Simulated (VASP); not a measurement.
# NbP: single point with PBE

The system is NbP, a slab with vacuum.

```
Nb P
1.0
     3.32500    0.00000    0.00000
     0.00000    3.32500    0.00000
     0.00000    0.00000   23.53500
Nb P
4 4
Cartesian
  1.6625 0.0000 7.5000
  1.6625 1.6625 10.3450
  0.0000 1.6625 13.1900
  0.0000 0.0000 16.0350
  0.0000 1.6625 7.5000
  0.0000 0.0000 10.3450
  1.6625 0.0000 13.1900
  1.6625 1.6625 16.0350
```

The cell isn't the ideal one: the (0 0 1) slab of NbP, cut from the database cell, not relaxed.

| Quantity | Value |
| --- | --- |
| Program | VASP 6.6.1 |
| Task | single point |
| Functional | PBE |
| Potentials or basis | VASP PAW PBE potentials, release 64 (Nb_sv, P) |
| Cutoff | 520 eV |
| k mesh | 8 × 8 × 1 |
| Occupations | fermi-dirac, width 0.05 eV |
| Spin | no spin polarisation |

```
Largest force          : 0.972 eV/Å
Band gap on the k mesh : none (metal or under the smearing width)
```

Forces on the atoms (eV/Å):
```
Nb   0.000  0.000  0.972
Nb   0.000  0.000  0.021
Nb   0.000  0.000 -0.021
Nb   0.000  0.000 -0.972
P    0.000  0.000 -0.095
P    0.000  0.000 -0.032
P    0.000  0.000  0.032
P    0.000  0.000  0.095
```

Levels at points of the mesh, in eV from the Fermi level:
```tsv
k point	band 33	band 34	band 35	band 36	band 37	band 38	band 39	band 40
(0.00, 0.00, 0.00)	-0.87	-0.85	-0.78	-0.72	-0.61	-0.47	-0.34	-0.04
(0.50, 0.00, 0.00)	-0.73	-0.73	0.48	0.48	1.33	1.33	1.90	1.90
(0.00, 0.50, 0.00)	-0.66	0.51	0.65	0.91	1.14	1.16	1.92	1.97
(0.50, 0.50, 0.00)	-1.79	-1.79	-1.61	-1.61	0.09	0.09	0.75	0.75
```

Wall time 9.1 min on 1 thread of Intel(R) Xeon(R) Platinum 8375C CPU @ 2.90GHz (Ice Lake), on a shared host, peak memory 0.49 GiB.
